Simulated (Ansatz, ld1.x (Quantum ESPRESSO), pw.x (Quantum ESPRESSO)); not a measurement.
**Hf (Z = 72): does the TM potential hold in the solid?**

* Element: Hf (Z = 72)
* Generator: ld1.x (Quantum ESPRESSO) 7.5
* Type: norm-conserving Troullier–Martins (Kleinman–Bylander form)
* Functional: PBE
* Relativity: scalar-relativistic
* Frozen core: [Xe] 4f14
* Valence charge: 4
* Reference configuration: 5d2 6s1.5 6p0 (charge +0.5)
* Partial waves: 6s (bound): rc 2.25 bohr; 6p (bound, empty): rc 3.25 bohr; 5d (bound): rc 1.80 bohr
* Local potential: all-electron potential smoothed inside 2.80 bohr (lloc = -1)
* Core correction: Bessel-smoothed model core inside 1.25 bohr

Atomic tests: cutoffs needed: 25 Ry and 30 Ry (the cutoffs (Ry, on a coarse ladder) from which the occupation-weighted sum of valence levels, in a spherical-Bessel basis at the reference potential, stays within 10 and 1 mRy of its value at 400 Ry); ghost test: no extra level below or beside the all-electron valence levels (s, p, d, f tested) (spherical-Bessel basis up to 400 Ry, 20 bohr box); largest excitation error: -279 meV (all-electron minus pseudo) for 5d1 6s0 6p0, out of 7 test configurations.

Crystal test: bcc Hf in pw.x 7.5, no spin, 13³ k-points, Fermi–Dirac smearing 0.01 Ry, cutoffs 50/200 Ry. The reference is all-electron LAPW (Ansatz 0.2.0) with the same functional, mesh and smearing; V0 and B0 come from Birch–Murnaghan fits to the pressures at five volumes. Errors are pseudo minus all-electron; Δ is the rms difference of the E(V) curves that follow from these fits, minima aligned, over ±6 % about the mean V0. Mesh and smearing are coarse, so the numbers serve the comparison and aren't converged zero-temperature values; the lattice is a test structure that the element need not adopt.

```csv
V (Å³/atom),P all-electron (GPa),P pseudo (GPa)
21.255,5.72,2.48
21.815,2.83,-0.32
22.374,0.21,-2.83
22.933,-2.14,-5.09
23.493,-4.26,-7.11
```

All-electron: a0 = 3.553 Å (V0 = 22.42 Å³/atom), B0 = 98.4 GPa.

Pseudopotential: mean pressure error (GPa): -3.05; a0 (Å): 3.517; a0 error (%): -1.01; B0 error (%): +6.1; Δ (meV/atom): 14.9. The largest radius (3.25 bohr) exceeds half the bond length (2.90 bohr), so the spheres overlap, which is one possible source of error among others. This is a poor potential for the solid. The logarithmic derivative shows an extra or strongly shifted pseudo pole above the reference energy (s near 0.57 Ry).

Task: At the middle volume, how do free energy and pressure move when the wave cutoff is lowered (ecutrho kept at four times it)?

Result:

```json
{"cutoff (Ry)": "22", "shift of F (meV/atom)": "+107.2", "shift of P (GPa)": "-3.51"}
{"cutoff (Ry)": "30", "shift of F (meV/atom)": "+5.5", "shift of P (GPa)": "-0.21"}
{"cutoff (Ry)": "40", "shift of F (meV/atom)": "+2.7", "shift of P (GPa)": "-0.02"}
```

The run at the middle volume (84 k-points, 8 iterations) took about 9.4 s on one core of a shared host (Neoverse-V1, 32 threads, 247 GiB, load 40).
